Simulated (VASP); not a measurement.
A run of VASP 6.6.1 is set up as follows.

Contents of INCAR:

```
ALGO = Normal
EDIFF = 1E-6
ENCUT = 520
GGA = PE
ISIF = 2
ISMEAR = 0
ISPIN = 2
LASPH = True
LCHARG = True
LELF = True
LMAXMIX = 4
LORBIT = 11
LREAL = False
LVHAR = True
LWAVE = False
MAGMOM = 4.36 4.36 0.25 0.25
NBANDS = 31
NELM = 150
PREC = Accurate
SIGMA = 0.1
```

The input KPOINTS:

```
k-points
0
Gamma
  12 12 8
```

POSCAR

```
MnO
1.0
    3.4325888562      0.0000000000      0.0000000000
   -1.7162944281      2.9727091502      0.0000000000
    0.0000000000      0.0000000000      5.4178283400
Mn O
2 2
Direct
    0.6666666667      0.3333333333      0.4993305276
    0.3333333333      0.6666666667      0.9993305276
    0.6666666667      0.3333333333      0.8855694724
    0.3333333333      0.6666666667      0.3855694724
```

Potentials or basis: VASP PAW PBE potentials, release 64 (Mn_pv, O).

The run is started by

```console
$ cat potpaw_PBE.64/Mn_pv/POTCAR potpaw_PBE.64/O/POTCAR > POTCAR
$ mpirun -np 1 vasp_std > vasp.out
```

Predict the pressure.

0.4 GPa.

Predict the band gap on the k mesh.

none (metal or under the smearing width).

Estimate the site moments.

Mn +4.43; O +0.19 μB.

Stress tensor (GPa, compression positive):
```
0.43 0.00 0.00
0.00 0.43 0.00
0.00 0.00 0.32
```

Caveat: semilocal functionals often make such compounds metallic where correlation or magnetic order opens a gap, which also shifts bond lengths. With open d or f shells a metallic result of PBE can be an artefact of self-interaction; +U or a hybrid may open a gap.
